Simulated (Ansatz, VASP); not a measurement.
**Ge: 3 runs at one level of theory**

The starting cell:

```
CELL_PARAMETERS angstrom
0.00000 2.82891 2.82891
2.82891 0.00000 2.82891
2.82891 2.82891 0.00000
ATOMIC_POSITIONS crystal
Ge 0.75000 0.75000 0.75000
Ge 0.50000 0.50000 0.50000
```

Alike in all runs: task relaxation of cell and atoms; functional PBEsol; k mesh 8 × 8 × 8; occupations fermi-dirac, width 0.05 eV; no spin polarisation; no spin-orbit coupling.

```
                        program and potentials  plane-wave cutoff (eV)                                                 notes  equilibrium volume (Å³/atom)
                            Ansatz, Ansatz PAW                     420  potentials made for PBE, which Ansatz adapts in part                         22.86
Ansatz, all-electron LAPW, scalar-relativistic                       -                                                     -                         22.86
              VASP, PBE PAW files Ge_d, 600 eV                     600                               potentials made for PBE                         22.90
```

The equilibrium volume spans 22.86 (Ansatz, all-electron LAPW, scalar-relativistic) to 22.90 Å³/atom (VASP, PBE PAW files Ge_d, 600 eV), with all-electron results at 22.86. Relaxations stop with a little pressure left, so the last digit of a volume isn't settled.

The functional is the same throughout but for its coding, so the spread measures potentials, basis and numerics; runs on potential files found faulty are left out.
